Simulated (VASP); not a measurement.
**From an Ansatz input to VASP: CdTe (rocksalt)**

Ansatz input

```yaml
crystal:
  lattice:
    - [0.0, 3.0655637051, 3.0655637051]
    - [3.0655637051, 0.0, 3.0655637051]
    - [3.0655637051, 3.0655637051, 0.0]
  atoms:
    - { symbol: Cd, position: [0.0, 0.0, 0.0] }
    - { symbol: Te, position: [0.5, 0.5, 0.5] }
kpoints:
  mp_grid: { grid: [6, 6, 6] }
hamiltonian:
  xc: pbesol
scf:
  occupations: { method: fermi_dirac, width: 0.02 }
relax:
  f_tol: 0.005
  cell: {}
```

Task: Write VASP inputs for this cell and level of theory.

Result: 

INCAR

```
NBANDS = 16
LREAL = .FALSE.
GGA = PS
ISIF = 3
ISMEAR = -1
ENCUT = 600
EDIFFG = -5E-3
SIGMA = 0.02
NSW = 40
EDIFF = 1E-7
LCHARG = .FALSE.
LASPH = .TRUE.
NELM = 120
IBRION = 2
LWAVE = .FALSE.
PREC = Accurate
```

KPOINTS

```
KPOINTS created by Atomic Simulation Environment
0
Gamma
6 6 6
0 0 0
```

POSCAR

```
Cd Te
 1.0000000000000000
     0.0000000000000000    3.0655637050651565    3.0655637050651565
     3.0655637050651565    0.0000000000000000    3.0655637050651565
     3.0655637050651565    3.0655637050651565    0.0000000000000000
 Cd  Te
   1   1
Cartesian
  0.0000000000000000  0.0000000000000000  0.0000000000000000
  3.0655637050651565  3.0655637050651565  3.0655637050651565
```

VASP ran with the recommended PBE PAW datasets (18 valence electrons in the cell). Other inputs would serve too.

```tsv
	Ansatz	VASP
relaxed cell vector lengths	4.245, 4.245, 4.245 Å	4.249, 4.249, 4.249 Å
relaxed cell volume	54.07 Å³	54.25 Å³
```

Datasets and cutoffs are each program's own. VASP's cell holds 18 valence electrons and Ansatz's 36.
